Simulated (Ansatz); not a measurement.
## ZrO2 (P4_2/nmc), stationary points along a deformation path

Level of theory: DFT PBE, scalar-relativistic, plane waves, PAW in Ansatz 0.2.0. The runs took a 420 eV cutoff, a Γ-centred 8×8×6 mesh and Gaussian smearing (0.05 eV). No spin polarisation. Energies are free energies at this smearing, counted from the undisturbed cell; pressure is positive in compression.

The starting cell (relaxed at this level; this form isn't the usual structure):

```
Zr O
1.0
     3.62107    0.00000    0.00000
     0.00000    3.62107    0.00000
     0.00000    0.00000    5.28246
Zr O
2 4
Direct
  0.00000 0.00000 0.00000
  0.50000 0.50000 0.50000
  0.00000 0.50000 0.19279
  0.00000 0.50000 0.69279
  0.50000 0.00000 0.30721
  0.50000 0.00000 0.80721
```

At fixed volume and fractional coordinates, lengths along (0.000, 0.000, 1.000) are scaled against those across it; ρ is that ratio over its starting value. V = 11.544 Å³/atom. Δσ is the stress along the axis less the mean stress across it (compression positive).

| ρ | ΔE (meV/atom) | Δσ (GPa) | space group |
| --- | --- | --- | --- |
| 0.800 | 399.7 | 77.88 | P4_2/nmc |
| 0.850 | 206.8 | 54.74 | P4_2/nmc |
| 0.920 | 52.7 | 26.77 | P4_2/nmc |
| 0.960 | 12.5 | 12.78 | P4_2/nmc |
| 1.000 | 0.0 | 0.02 | P4_2/nmc |
| 1.050 | 17.0 | -14.41 | P4_2/nmc |
| 1.100 | 63.8 | -27.29 | P4_2/nmc |
| 1.200 | 224.0 | -48.75 | P4_2/nmc |
| 1.300 | 443.7 | -64.89 | P4_2/nmc |

Question: How does the stress give the slope of the energy, and where is the energy stationary?

Answer: Along the path d ln(length) is 2/3 d ln ρ on the axis and −1/3 d ln ρ across it, so dE/d ln ρ = −(2/3) V Δσ: the energy falls with ρ where Δσ is positive. Δσ vanishes or changes sign at ρ = 1.000 (P4_2/nmc), a minimum at 0.0 meV/atom. Pairs of stationary points between two samples would go unseen, and could change a minimum read from distant neighbours into a maximum.

Question: Integrate that slope from ρ = 1 to 1.200 by the trapezoid rule.

Answer: With V/N in Å³ and 1 eV/Å³ = 160.2 GPa the slopes at ρ = 1.000, 1.050, 1.100, 1.200 are -1, 692, 1311, 2342 meV/atom per unit of ln ρ. The steps add 16.9 + 46.6 + 158.9 = 222.4 meV/atom, against 224.0 from the energies; the trapezoid rule misses the curvature of the slope within each step.

Forces appear on the atoms along this scan, and letting them relax would lower the energy and soften the response.

Cost: 9 runs of about 0.99 core-minutes in all, on Arm Neoverse V1 (shared hosts).